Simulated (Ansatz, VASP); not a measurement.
SnSe in VASP and in Ansatz

```
Sn Se
1.0
     4.28533    0.00000    0.00000
     0.00000    4.28533    0.00000
     0.00000    0.00000   10.99069
Sn Se
2 2
Direct
  0.50000 0.00000 0.37905
  0.00000 0.50000 0.63459
  0.50000 0.00000 0.61604
  0.00000 0.50000 0.38396
```

Change from the starting cell: all Sn atoms moved +0.075 Å, as atom 1 towards its neighbour atom 3 (Se) at 2.680 Å.

Alike in both runs: task single point; functional PBEsol; k mesh 6 × 6 × 4; occupations gaussian, width 0.05 eV; no spin polarisation.

```csv
,VASP,Ansatz
version,VASP 6.6.1,Ansatz 0.2.0
potentials or method,"VASP PAW PBE potentials, release 64 (Sn_d, Se)","scalar-relativistic, plane waves, PAW"
plane-wave cutoff (eV),520,420
valence electrons in the cell,40,60
```

|  | VASP | Ansatz | Ansatz less VASP |
| --- | --- | --- | --- |
| gap on the k mesh at the Fermi level (eV) | 1.42 | 1.43 | +0.007 |
| least direct gap on the mesh (eV) | 1.42 | 1.43 | +0.007 |
| rms of the force components (eV/Å) | 0.303 | 0.301 | -0.0024 |

Atom by atom the forces differ by 0.010 eV/Å (rms over components). The two sets of potentials don't hold the same shells in valence.

Caveats: the PAW data sets were made with another functional, which shifts forces and pressure a little (VASP); spin-orbit coupling is left out, which moves the levels of the heavy elements.
